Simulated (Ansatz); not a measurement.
## BaSnO3, pressure series

Take BaSnO3 in the cubic perovskite structure (space group Pm-3m, No. 221) as the base.

```
CELL_PARAMETERS angstrom
      4.17608     0.00000     0.00000
      0.00000     4.17608     0.00000
      0.00000     0.00000     4.17608
ATOMIC_POSITIONS crystal
  Ba 0.00000 0.00000 0.00000
  Sn 0.50000 0.50000 0.50000
  O  0.00000 0.50000 0.50000
  O  0.50000 0.50000 0.00000
  O  0.50000 0.00000 0.50000
```

Cell and atoms are relaxed at each pressure.

The values are results of PBE (Ansatz, a quantum-chemistry and plane-wave program, PAW, without spin-orbit coupling), not measurements.

Candidates:
(a) pressure 30 GPa
(b) pressure −2 GPa
(c) pressure 9 GPa
(d) pressure 45 GPa
(e) pressure 4.2 GPa

Before the change:

```
Item       Result
--------  -------
Band gap  0.48 eV
```

Order them by band gap, lowest first.

(b) pressure −2 GPa (0.30 eV), (e) pressure 4.2 GPa (0.83 eV), (c) pressure 9 GPa (1.19 eV), (a) pressure 30 GPa (2.50 eV), (d) pressure 45 GPa (3.26 eV)

Load acts through the strain it causes; cell and atoms are relaxed under it. No phonon test of stability was made. Competing high-pressure phases were not computed.
